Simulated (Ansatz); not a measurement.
# InN (zinc blende), frozen-phonon scan

Relaxed InN (zinc blende):

```yaml
crystal:
  lattice:
    - [0.00000, 2.52449, 2.52449]
    - [2.52449, 0.00000, 2.52449]
    - [2.52449, 2.52449, 0.00000]
  atoms:
    - { symbol: N, position: [0.75000, 0.75000, 0.75000] }
    - { symbol: In, position: [0.00000, 0.00000, 0.00000] }
```

A phonon eigenvector at Γ is frozen into this cell: atom i moves by Q times the vector below, so Q is the largest atomic displacement, in Å. The cell is held. It is one choice among 3 degenerate patterns.

```
atom      x      y       z
----  -----  -----  ------
N1    0.000  0.000  -1.000
In2   0.000  0.000   0.122
```

Calculation: PBE (plane waves to 420 eV, PAW, scalar-relativistic; Ansatz, a first-principles code). k mesh 11×11×11 (Γ-centred), Fermi-Dirac smearing 0.05 eV. The energy includes the smearing's −TS. Stress and pressure are positive under compression. With partly filled bands, energies and forces of such displacements shift with the k mesh and the smearing. At this level the bands of InN touch or barely overlap; measurements give the solid a gap. InN was relaxed with its symmetry unable to fall. The zero of ΔE is the undisplaced structure.

| Q (Å) | ΔE (meV/cell) | P (GPa) | −dE/dQ from forces (eV/Å) |
|---|---|---|---|
| -0.100 | 53.7 | 0.7 | 1.067 |
| -0.083 | 37.4 | 0.5 | 0.893 |
| -0.067 | 24.0 | 0.3 | 0.717 |
| -0.050 | 13.5 | 0.2 | 0.539 |
| -0.033 | 6.0 | 0.1 | 0.360 |
| -0.017 | 1.5 | 0.0 | 0.180 |
| 0.000 | 0.0 | 0.0 | 0.000 |
| 0.017 | 1.5 | 0.0 | -0.180 |
| 0.033 | 6.0 | 0.1 | -0.360 |
| 0.050 | 13.5 | 0.2 | -0.539 |
| 0.067 | 24.0 | 0.3 | -0.717 |
| 0.083 | 37.4 | 0.5 | -0.893 |
| 0.100 | 53.7 | 0.7 | -1.067 |

Read from the data:

The energy at Q = 0.100 Å is 53.7 meV/cell. Space group of the distorted cell: Imm2 (No. 44), lowered from F-43m. Symmetry of the curve: even: the same for both signs. Shape of the curve: a single well with its minimum at or next to zero displacement. Harmonic wavenumber from the curvature (finite differences): 433 cm⁻¹. Wavenumber by perturbation theory (DFPT, on another k mesh): 433 cm⁻¹.

(A displaced cell: forces are minus the slopes of the energy, force constants its curvatures, and phonons follow from these.)
